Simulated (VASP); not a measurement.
# BiTe (R-3m) in VASP: notebook

The runs below take BiTe through single point, with PBE.

Program: VASP 6.6.1. These are calculated values, not measurements. Logs are shortened: lines on timing, memory, paths and dates and some standing lists are left out, and cuts for length are marked.

### Step 1. Starting point

The structure is trigonal, space group R-3m (No. 166). Conventional cell: a = 4.845 Å, b = 4.845 Å, c = 9.952 Å, α = 90.00°, β = 90.00°, γ = 120.00°. Around Bi (site symmetry -3m) lie 6 Te at 3.25 Å. Te (site symmetry -3m) has 6 Bi at 3.25 Å as nearest neighbours.

The cell comes from a database or a generator and needn't be the stable form of this composition.

### Step 2. Single point, PBE

INCAR

```
PREC = Accurate
ENCUT = 250
EDIFF = 1E-7
ISMEAR = 0
SIGMA = 0.05
LREAL = F
LASPH = T
NELM = 100
ALGO = Normal
ISIF = 2
LWAVE = F
LCHARG = F
GGA = PE
NBANDS = 18
ADDGRID = F
```

KPOINTS

```
Automatic mesh
0
Gamma
  6 6 6
```

POSCAR

```
BiTe
1.0
    2.4227077728      1.3987509848      3.3172919545
   -2.4227077728      1.3987509848      3.3172919545
    0.0000000000     -2.7975019696      3.3172919545
Bi Te
1 1
Direct
    0.5120250000      0.5038480000      0.5048510000
   -0.0040940000     -0.0152210000     -0.0035880000
```

Potentials or basis: VASP PAW PBE potentials, release 64 (Bi_d, Te).

Command:

```bash
$ cat potpaw_PBE.64/Bi_d/POTCAR potpaw_PBE.64/Te/POTCAR > POTCAR
$ mpirun -np 1 vasp_std > vasp.out
```

OUTCAR:

```text
PREC = Accurate
   ENCUT = 250
   EDIFF = 1E-7
   ISMEAR = 0
   LREAL = F
   LASPH = T
   NELM = 100
   ISIF = 2
   GGA = PE

 Found    112 irreducible k-points:

 Following reciprocal coordinates:
            Coordinates               Weight
  0.000000  0.000000  0.000000      1.000000
  0.166667 -0.000000  0.000000      2.000000
 -0.000000  0.166667  0.000000      2.000000
  0.000000  0.000000  0.166667      2.000000
  0.333333 -0.000000  0.000000      2.000000
 -0.000000  0.333333  0.000000      2.000000
   k-points           NKPTS =    112   k-points in BZ     NKDIM =    112   number of bands    NBANDS=     18
   number of dos      NEDOS =    301   number of ions     NIONS =      2
   total plane-waves  NPLWV =  13824
   dimension x,y,z NGX =    24 NGY =   24 NGZ =   24
   dimension x,y,z NGXF=    48 NGYF=   48 NGZF=   48
   ions per type =               1   1
   NGX,Y,Z   is equivalent  to a cutoff of   9.19,  9.19,  9.19 a.u.
   NGXF,Y,Z  is equivalent  to a cutoff of  18.39, 18.39, 18.39 a.u.
 SYSTEM =  unknown system
   PREC   = accura    normal or accurate (medium, high low for compatibility)
   ISTART =      0    job   : 0-new  1-cont  2-samecut
   ICHARG =      2    charge: 1-file 2-atom 10-const
   ISPIN  =      1    spin polarized calculation?
   LNONCOLLINEAR =      F non collinear calculations
   LSORBIT =      F    spin-orbit coupling
   LASPH  =      T    aspherical Exc in radial PAW
   ENCUT  =  250.0 eV  18.37 Ry    4.29 a.u.   5.59  5.59  5.59*2*pi/ulx,y,z
   NELM   =    100;   NELMIN=  2; NELMDL= -5     # of ELM steps
   EDIFF  = 0.1E-06   stopping-criterion for ELM
[... 30 lines left out ...]
 non-spin polarized calculation
 Gauss-broadening in eV      SIGMA  =   0.05
  energy-cutoff  :      250.00
  volume of cell :       67.45
 maximum number of plane-waves:       633
 NGX is ok and might be reduce to    24
   NGX = 11   NGY = 11   NGZ = 11

 number of electron      20.9999994 magnetization

 Free energy of the ion-electron system (eV)
  ---------------------------------------------------
  ext. energy  EPLUGINS =         0.00000000
  ---------------------------------------------------
  free energy    TOTEN  =        -7.16644548 eV

  energy without entropy =       -7.16415220  energy(sigma->0) =       -7.16529884

 E-fermi :   6.6068     XC(G=0):  -9.4758

 val. band max:        6.6045131427   @ k =   0.5000  -0.1667  -0.3333
 cond. band min:       6.6104837687   @ k =   0.3333   0.3333   0.1667
 fundamental gap:      0.0059706260
 Fermi energy:         6.6067593194

 k-point     1 :       0.0000    0.0000    0.0000
  band No.  band energies     occupation
      1     -16.5197      2.00000
      2     -16.5195      2.00000
      3     -16.5069      2.00000
      4     -16.5068      2.00000
      5     -16.4922      2.00000
      6      -6.8278      2.00000
      7      -1.5959      2.00000
      8       3.7317      2.00000
      9       3.7533      2.00000
     10       5.0859      2.00000
     11       8.5005      0.00000
     12       9.1107      0.00000
     13       9.1749      0.00000
     14      10.7687      0.00000
     15      10.8164      0.00000
     16      12.8701      0.00000
     17      13.3398      0.00000
     18      13.5676      0.00000

 k-point     2 :       0.1667   -0.0000    0.0000
  band No.  band energies     occupation
      1     -16.5193      2.00000
      2     -16.5188      2.00000
      3     -16.5080      2.00000
      4     -16.5049      2.00000
      5     -16.4913      2.00000
      6      -6.5921      2.00000
      7      -2.1763      2.00000
      8       3.8873      2.00000
      9       4.0925      2.00000
     10       4.9963      2.00000
     11       7.7194      0.00000
     12       8.3002      0.00000
     13       8.4564      0.00000
     14      11.1282      0.00000
     15      11.3437      0.00000
     16      13.1619      0.00000
     17      14.1858      0.00000
     18      14.6034      0.00000

 k-point     3 :      -0.0000    0.1667    0.0000
  band No.  band energies     occupation
      1     -16.5193      2.00000
      2     -16.5189      2.00000
      3     -16.5080      2.00000
      4     -16.5049      2.00000
      5     -16.4913      2.00000
      6      -6.5924      2.00000
      7      -2.1750      2.00000
      8       3.8823      2.00000
      9       4.0956      2.00000
     10       4.9972      2.00000
     11       7.7184      0.00000
     12       8.3074      0.00000
     13       8.4486      0.00000
     14      11.1249      0.00000
     15      11.3466      0.00000
     16      13.1625      0.00000
     17      14.1883      0.00000
     18      14.6072      0.00000

 k-point     4 :       0.0000    0.0000    0.1667
  band No.  band energies     occupation
      1     -16.5194      2.00000
      2     -16.5187      2.00000
      3     -16.5080      2.00000
      4     -16.5049      2.00000
      5     -16.4914      2.00000
      6      -6.5915      2.00000
      7      -2.1784      2.00000
      8       3.9014      2.00000
      9       4.0837      2.00000
     10       4.9932      2.00000
     11       7.7200      0.00000
     12       8.2776      0.00000
     13       8.4791      0.00000
     14      11.1351      0.00000
     15      11.3407      0.00000
     16      13.1617      0.00000
     17      14.1803      0.00000
     18      14.5927      0.00000

 k-point     5 :       0.3333   -0.0000    0.0000
  band No.  band energies     occupation
      1     -16.5198      2.00000
      2     -16.5184      2.00000
      3     -16.5103      2.00000
      4     -16.5019      2.00000
      5     -16.4894      2.00000
      6      -5.9033      2.00000
      7      -3.4448      2.00000
      8       4.3057      2.00000
      9       4.6034      2.00000
     10       5.1816      2.00000
     11       6.4457      1.99999
     12       6.9505      0.00000
     13       7.5402      0.00000
     14      12.1038      0.00000
     15      12.2028      0.00000
     16      14.6733      0.00000
     17      15.4277      0.00000
     18      16.3653      0.00000

 k-point     6 :      -0.0000    0.3333    0.0000
  band No.  band energies     occupation
      1     -16.5198      2.00000
      2     -16.5183      2.00000
      3     -16.5103      2.00000
      4     -16.5021      2.00000
      5     -16.4893      2.00000
      6      -5.9054      2.00000
      7      -3.4406      2.00000
      8       4.3000      2.00000
      9       4.6023      2.00000
     10       5.1859      2.00000
     11       6.4461      1.99999
     12       6.9545      0.00000
     13       7.5322      0.00000
     14      12.1041      0.00000
     15      12.2031      0.00000
     16      14.6728      0.00000
     17      15.4351      0.00000
     18      16.3674      0.00000

 [... further k-points ...]
[... 5 lines left out ...]
  --------------------------------------------------------------------------------------
  -------------------------------------------------------------------------------------
  Total       -0.0166554      0.0763973     -0.1163248      0.0150366      0.0141509     -0.0053254
  in kB       -0.3956299      1.8147315     -2.7631639      0.3571782      0.3361375     -0.1264993
  external PRESSURE =      -0.4480208 kB  Pullay stress =       0.0000000 kB

 VOLUME and BASIS-vectors are now :
 -----------------------------------------------------------------------------
  energy-cutoff  :      250.00
  volume of cell :       67.45
      direct lattice vectors                 reciprocal lattice vectors
     2.422707773  1.398750985  3.317291954     0.206380648  0.119153923  0.100483568
    -2.422707773  1.398750985  3.317291954    -0.206380648  0.119153923  0.100483568
     0.000000000 -2.797501970  3.317291954     0.000000000 -0.238307845  0.100483568

 POSITION                                       TOTAL-FORCE (eV/Angst)
 -----------------------------------------------------------------------------------
      0.01981      0.00863      5.04469         0.017539     -0.063386     -0.223344
      0.02696     -0.01698      9.87590        -0.017539      0.063386      0.223344
 -----------------------------------------------------------------------------------
    total drift:                                0.001594      0.000711     -0.000125

  FREE ENERGIE OF THE ION-ELECTRON SYSTEM (eV)
  ---------------------------------------------------
  free  energy   TOTEN  =        -7.1664454765 eV

  energy  without entropy=       -7.1641522018  energy(sigma->0) =       -7.16529884
```

Wall time 20 s (1 thread of Intel Xeon 6975P-C (Granite Rapids), shared host); peak memory 0.16 GiB.

These settings aren't checked as converged: the numbers below hold their error.

Results:

```
Free energy            : -7.1664 eV
Largest force          : 0.233 eV/Å
Band gap on the k mesh : none (metal or under the smearing width)
```

Caveat: the cutoff is under 1.25 times the usual one of these potentials, so pressure, stress and relaxed cells hold a basis-set (Pulay) error; spin-orbit coupling is left out, which moves the levels of the heavy elements.

### Step 3. Single point, PBE

INCAR: that of step 2 with these lines changed.

```diff
@@ -1,3 +1,3 @@
 PREC = Accurate
-ENCUT = 250
+ENCUT = 300
 EDIFF = 1E-7
```

KPOINTS is that of step 2.

POSCAR

```
BiTe
1.0
    2.4227077728      1.3987509848      3.3172919545
   -2.4227077728      1.3987509848      3.3172919545
    0.0000000000     -2.7975019696      3.3172919545
Bi Te
1 1
Direct
    0.5000000000      0.5000000000      0.5000000000
    0.0000000000      0.0000000000      0.0000000000
```

Potentials or basis: VASP PAW PBE potentials, release 64 (Bi_d, Te).

Command:

```bash
$ cat potpaw_PBE.64/Bi_d/POTCAR potpaw_PBE.64/Te/POTCAR > POTCAR
$ mpirun -np 1 vasp_std > vasp.out
```

OUTCAR:

```text
PREC = Accurate
   ENCUT = 300
   EDIFF = 1E-7
   ISMEAR = 0
   LREAL = F
   LASPH = T
   NELM = 100
   ISIF = 2
   GGA = PE

 Found     32 irreducible k-points:

 Following reciprocal coordinates:
            Coordinates               Weight
  0.000000  0.000000  0.000000      1.000000
  0.166667 -0.000000  0.000000      6.000000
  0.333333 -0.000000  0.000000      6.000000
  0.500000 -0.000000  0.000000      3.000000
  0.166667  0.166667  0.000000      6.000000
  0.333333  0.166667  0.000000     12.000000
   k-points           NKPTS =     32   k-points in BZ     NKDIM =     32   number of bands    NBANDS=     18
   number of dos      NEDOS =    301   number of ions     NIONS =      2
   total plane-waves  NPLWV =  21952
   dimension x,y,z NGX =    28 NGY =   28 NGZ =   28
   dimension x,y,z NGXF=    56 NGYF=   56 NGZF=   56
   ions per type =               1   1
   NGX,Y,Z   is equivalent  to a cutoff of  10.73, 10.73, 10.73 a.u.
   NGXF,Y,Z  is equivalent  to a cutoff of  21.45, 21.45, 21.45 a.u.
 SYSTEM =  unknown system
   PREC   = accura    normal or accurate (medium, high low for compatibility)
   ISTART =      0    job   : 0-new  1-cont  2-samecut
   ICHARG =      2    charge: 1-file 2-atom 10-const
   ISPIN  =      1    spin polarized calculation?
   LNONCOLLINEAR =      F non collinear calculations
   LSORBIT =      F    spin-orbit coupling
   LASPH  =      T    aspherical Exc in radial PAW
   ENCUT  =  300.0 eV  22.05 Ry    4.70 a.u.   6.13  6.13  6.13*2*pi/ulx,y,z
   NELM   =    100;   NELMIN=  2; NELMDL= -5     # of ELM steps
   EDIFF  = 0.1E-06   stopping-criterion for ELM
[... 30 lines left out ...]
 non-spin polarized calculation
 Gauss-broadening in eV      SIGMA  =   0.05
  energy-cutoff  :      300.00
  volume of cell :       67.45
 maximum number of plane-waves:       805
 NGX is ok and might be reduce to    28
   NGX = 13   NGY = 13   NGZ = 13

 number of electron      20.9999986 magnetization

 Free energy of the ion-electron system (eV)
  ---------------------------------------------------
  ext. energy  EPLUGINS =         0.00000000
  ---------------------------------------------------
  free energy    TOTEN  =        -7.18272064 eV

  energy without entropy =       -7.18063436  energy(sigma->0) =       -7.18167750

 E-fermi :   6.6425     XC(G=0):  -9.4788

 val. band max:        6.6291082814   @ k =   0.5000   0.3333   0.1667
 cond. band min:       6.6747835011   @ k =   0.3333   0.3333   0.1667
 fundamental gap:      0.0456752197
 Fermi energy:         6.6425212593

 k-point     1 :       0.0000    0.0000    0.0000
  band No.  band energies     occupation
      1     -16.5353      2.00000
      2     -16.5353      2.00000
      3     -16.5227      2.00000
      4     -16.5227      2.00000
      5     -16.5079      2.00000
      6      -6.8145      2.00000
[... 10 lines left out ...]
     17      13.3171      0.00000
     18      13.5514      0.00000

 k-point     2 :       0.1667   -0.0000    0.0000
  band No.  band energies     occupation
      1     -16.5354      2.00000
      2     -16.5351      2.00000
      3     -16.5243      2.00000
      4     -16.5212      2.00000
      5     -16.5073      2.00000
      6      -6.5787      2.00000
[... 10 lines left out ...]
     17      14.1923      0.00000
     18      14.6071      0.00000

 k-point     3 :       0.3333   -0.0000    0.0000
  band No.  band energies     occupation
      1     -16.5357      2.00000
      2     -16.5346      2.00000
      3     -16.5264      2.00000
      4     -16.5181      2.00000
      5     -16.5054      2.00000
      6      -5.8886      2.00000
[... 10 lines left out ...]
     17      15.4299      0.00000
     18      16.3760      0.00000

 k-point     4 :       0.5000   -0.0000    0.0000
  band No.  band energies     occupation
      1     -16.5360      2.00000
      2     -16.5346      2.00000
      3     -16.5271      2.00000
      4     -16.5171      2.00000
      5     -16.5037      2.00000
      6      -4.9067      2.00000
[... 10 lines left out ...]
     17      14.5185      0.00000
     18      17.3232      0.00000

 k-point     5 :       0.1667    0.1667    0.0000
  band No.  band energies     occupation
      1     -16.5367      2.00000
      2     -16.5341      2.00000
      3     -16.5241      2.00000
      4     -16.5192      2.00000
      5     -16.5075      2.00000
      6      -6.4855      2.00000
[... 10 lines left out ...]
     17      13.5266      0.00000
     18      13.8870      0.00000

 k-point     6 :       0.3333    0.1667    0.0000
  band No.  band energies     occupation
      1     -16.5378      2.00000
      2     -16.5339      2.00000
      3     -16.5254      2.00000
      4     -16.5161      2.00000
      5     -16.5059      2.00000
      6      -5.9510      2.00000
[... 10 lines left out ...]
     17      14.8737      0.00000
     18      15.5856      0.00000

 [... further k-points ...]
[... 5 lines left out ...]
  --------------------------------------------------------------------------------------
  -------------------------------------------------------------------------------------
  Total       -0.1153204     -0.1153204     -0.2470945      0.0000000      0.0000000     -0.0000000
  in kB       -2.7393054     -2.7393054     -5.8694478      0.0000000      0.0000000     -0.0000000
  external PRESSURE =      -3.7826862 kB  Pullay stress =       0.0000000 kB

 VOLUME and BASIS-vectors are now :
 -----------------------------------------------------------------------------
  energy-cutoff  :      300.00
  volume of cell :       67.45
      direct lattice vectors                 reciprocal lattice vectors
     2.422707773  1.398750985  3.317291954     0.206380648  0.119153923  0.100483568
    -2.422707773  1.398750985  3.317291954    -0.206380648  0.119153923  0.100483568
     0.000000000 -2.797501970  3.317291954     0.000000000 -0.238307845  0.100483568

 POSITION                                       TOTAL-FORCE (eV/Angst)
 -----------------------------------------------------------------------------------
      0.00000      0.00000      4.97594        -0.000000      0.000000      0.000000
      0.00000      0.00000      0.00000         0.000000     -0.000000     -0.000000
 -----------------------------------------------------------------------------------
    total drift:                               -0.000000     -0.000000      0.000000

  FREE ENERGIE OF THE ION-ELECTRON SYSTEM (eV)
  ---------------------------------------------------
  free  energy   TOTEN  =        -7.1827206363 eV

  energy  without entropy=       -7.1806343640  energy(sigma->0) =       -7.18167750
```

It took 15 s on 1 thread of Intel Xeon 6975P-C (Granite Rapids), shared host; peak memory 0.15 GiB.

The run converged, but some of its settings lie outside the range that counts as converged, so its numbers aren't taken as properties of the crystal.

What came out:

```yaml
Free_energy: -7.1827 eV
Pressure: -0.4 GPa
Band_gap_on_the_k_mesh: none (metal or under the smearing width)
```

Caveat: the cutoff is under 1.25 times the usual one of these potentials, so pressure, stress and relaxed cells hold a basis-set (Pulay) error; spin-orbit coupling is left out, which moves the levels of the heavy elements.

### Step 4. The reference run

An earlier run on the cell as given: functional PBE; potentials or basis VASP PAW PBE potentials, release 64 (Bi_d, Te); cutoff 520 eV; k mesh 7 × 7 × 7; occupations fermi-dirac, width 0.05 eV; no spin polarisation.

- Pressure: 0.1 GPa
- Band gap on the k mesh: none (metal or under the smearing width)
